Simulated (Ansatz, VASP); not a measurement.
**One calculation of SiO2, two programs**

```
Si O
1.0
    -2.52588    2.52588    3.72737
     2.52588   -2.52588    3.72737
     2.52588    2.52588   -3.72737
Si O
2 4
Direct
  0.75000 0.25000 0.50000
  0.00000 0.00000 0.00000
  0.87500 0.02821 0.65321
  0.77821 0.12500 0.15321
  0.97179 0.62500 0.84679
  0.37500 0.22179 0.34679
```

Change from the starting cell: volume scaled by 1.06.

Alike in both runs: task single point; functional PBE; k mesh 8 × 8 × 8; occupations fermi-dirac, width 0.05 eV; no spin polarisation.

|  | VASP | Ansatz |
| --- | --- | --- |
| version | VASP 6.6.1 | Ansatz 0.2.0 |
| potentials or method | VASP PAW PBE potentials, release 64 (Si, O) | Ansatz PAW |
| plane-wave cutoff (eV) | 520 | 420 |
| valence electrons in the cell | 32 | 32 |

```tsv
	VASP	Ansatz	Ansatz less VASP
gap on the k mesh at the Fermi level (eV)	5.56	5.56	+0.003
least direct gap on the mesh (eV)	5.56	5.56	+0.003
pressure (GPa)	-4.4	-4.4	-0.06
rms of the force components (eV/Å)	0.154	0.151	-0.0024
```

Atom by atom the forces differ by 0.002 eV/Å (rms over components).

Caveats: the pressure holds a Pulay correction of +0.5 GPa for the finite cutoff (Ansatz). A k mesh can miss the band edges.
